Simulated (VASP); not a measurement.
Runs of VASP 6.6.1 on WSe2. The cell holds a slab with vacuum, 3 atoms: a = 3.322 Å, b = 3.322 Å, c = 21.269 Å, α = 90.00°, β = 90.00°, γ = 120.00°. 

```tsv
task	potentials or basis	spin	cell	k mesh	cutoff (eV)	mesh quality	gap on the mesh (eV)	largest force (eV/Å)
single point	VASP PAW PBE potentials, release 64 (W_sv, Se)	off	P-6m2, 67.77 Å³/atom	18 × 18 × 1	700	not flagged	1.54	-
single point	VASP PAW PBE potentials, release 64 (W_sv, Se)	off	P-6m2, 67.77 Å³/atom	12 × 12 × 1	520	not flagged	1.54	-
single point	VASP PAW PBE potentials, release 64 (W_sv, Se)	off	P-6m2, 67.77 Å³/atom	6 × 6 × 1	520	not flagged	1.54	-
relaxation of shape and atoms at fixed volume	VASP PAW PBE potentials, release 64 (W_sv, Se)	off	atoms relaxed at fixed volume	12 × 12 × 1	520	not flagged	1.54	-
single point	VASP PAW PBE potentials, release 64 (W, Se)	off	P-6m2, 67.77 Å³/atom	18 × 18 × 1	500	not flagged	(a)	0.09
single point	VASP PAW PBE potentials, release 64 (W_sv, Se)	SOC, no magnetisation	P-6m2, 67.77 Å³/atom	12 × 12 × 1	520	not flagged	-	0.03
single point	VASP PAW PBE potentials, release 64 (W_sv, Se)	off	P-6m2, 67.77 Å³/atom	18 × 18 × 1	520	not flagged	1.54	-
```

Alike in all rows: level PBE; smearing gaussian 0.05 eV.

Task: Estimate the missing entries.

Result: (a) 1.53.

Caveats: spin-orbit coupling is left out, which moves the levels of the heavy elements (some runs).

A k mesh can miss the band edges, and rows without SOC leave out spin-orbit coupling on Se, W.

The runs don't all hold the same shells in valence.
